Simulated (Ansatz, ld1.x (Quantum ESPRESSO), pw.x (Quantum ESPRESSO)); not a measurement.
Hf (bcc): variants of one RRKJ potential in the solid

* Element: Hf (Z = 72)
* Generator: ld1.x (Quantum ESPRESSO) 7.5
* Type: norm-conserving RRKJ (Kleinman–Bylander form)
* Functional: PBE
* Relativity: scalar-relativistic
* Frozen core: [Xe] 4f14
* Valence charge: 4
* Reference configuration: 5d2 6s1.5 6p0 (charge +0.5)
* Partial waves: 6p (bound, empty): rc 3.00 bohr; 5d (bound): rc 2.25 bohr; 6s (bound): rc 2.60 bohr
* Local potential: the s channel
* Core correction: Bessel-smoothed model core inside 1.20 bohr
* rho0: 0.02

Crystal test: bcc Hf in pw.x 7.5, no spin, 13³ k-points, Fermi–Dirac smearing 0.01 Ry, cutoffs set for each file from its atomic test. The reference is all-electron LAPW (Ansatz 0.2.0) with the same functional, mesh and smearing; V0 and B0 come from Birch–Murnaghan fits to the pressures at five volumes. Errors are pseudo minus all-electron; Δ is the rms difference of the E(V) curves that follow from these fits, minima aligned, over ±6 % about the mean V0. Mesh and smearing are coarse, so the numbers serve the comparison and aren't converged zero-temperature values; the lattice is a test structure that the element need not adopt.

All-electron: a0 = 3.553 Å (V0 = 22.42 Å³/atom), B0 = 98.4 GPa.

Base: This is a poor potential for the solid. The free energy does not fall steadily as the cutoff rises, most likely since the density grid, which shrinks with it, is too coarse for the model core; the lower cutoffs are not converged.

1 further variants are left out: they gave no file fit for a test, a broken result, the same result as the base, or pressures whose basis-set error rivals the error shown.

```tsv
change	cutoffs (Ry)	pw.x	a0 (Å)	a0 error (%)	B0 error (%)	Δ (meV/atom)	mean pressure error (GPa)
base	50/200	converged	3.569	+0.45	+6.1	7.0	+1.51
wave 6s (bound): rc 2.60 bohr becomes 6s (bound): rc 3.66 bohr	50/200	converged	3.518	-0.98	+9.5	14.5	-3.01
type TM; rho0 0	50/200	converged	3.570	+0.47	+6.6	7.3	+1.59
core correction Bessel-smoothed model core inside 2.66 bohr	50/200	converged	3.569	+0.45	+6.0	6.9	+1.51
wave 5d (bound): rc 2.25 bohr becomes 5d (bound): rc 2.42 bohr	50/200	converged	3.569	+0.46	+6.0	7.1	+1.55
```
